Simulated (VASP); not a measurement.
KCl:

```
CELL_PARAMETERS angstrom
-3.83920 0.00000 0.00000
0.00000 3.83920 3.83920
0.00000 3.83920 -3.83920
ATOMIC_POSITIONS crystal
K 0.01029 0.00216 0.98846
K 0.96914 0.49353 0.53463
Cl 0.51029 0.50216 0.98846
Cl 0.51029 0.00216 0.48846
```

The cell comes from a database or a generator and needn't be the stable form of this composition.

The cell isn't the ideal one: atom 2 moved 0.30 Å.

```yaml
Program: VASP 6.6.1
Task: relaxation of cell and atoms
Functional: PBE
Potentials_or_basis: VASP PAW PBE potentials, release 64 (K_sv, Cl)
Cutoff: 600 eV
k_mesh: 7 × 5 × 5
Occupations: gaussian, width 0.05 eV
Spin: no spin polarisation
```

At the start: pressure 0.3 GPa; volume 28.29 Å³/atom.

Problem. Where does the relaxation end?

Solution. Over 20 steps the energy falls by 12.6 meV/atom; space group Pm-3m (No. 221, to 0.05 Å).

Step by step:
```tsv
step	energy change (eV)	largest force (eV/Å)	pressure (GPa)	volume (Å³)
1	0.0000	0.3789	0.30	113.18
2	-0.0110	0.3189	0.09	114.06
3	-0.0277	0.1779	-0.42	116.72
4	-0.0287	0.1483	-0.55	117.47
5	-0.0396	0.1116	-0.27	115.35
6	-0.0448	0.0594	0.19	112.38
7	-0.0449	0.0621	0.15	112.65
8	-0.0467	0.0466	0.08	112.96
9	-0.0482	0.0385	-0.09	113.88
10	-0.0483	0.0332	-0.06	113.69
11	-0.0491	0.0296	0.00	113.27
12	-0.0491	0.0275	0.17	112.21
13	-0.0494	0.0268	0.08	112.73
14	-0.0500	0.0208	0.00	113.21
15	-0.0500	0.0194	-0.04	113.43
16	-0.0502	0.0157	0.00	113.21
17	-0.0503	0.0125	0.03	112.99
18	-0.0504	0.0111	-0.01	113.24
19	-0.0504	0.0109	-0.03	113.36
20	-0.0505	0.0085	0.00	113.18
```

Final structure:
```yaml
crystal:
  lattice:
    - [-3.83919, 0.00405, -0.00473]
    - [0.00060, 3.84218, 3.84449]
    - [-0.00873, 3.83414, -3.83629]
  atoms:
    - { symbol: K, position: [0.00164, 0.00014, 0.99918] }
    - { symbol: K, position: [0.99850, 0.49986, 0.50078] }
    - { symbol: Cl, position: [0.50001, 0.50012, 0.00076] }
    - { symbol: Cl, position: [0.49986, 0.99988, 0.49929] }
```
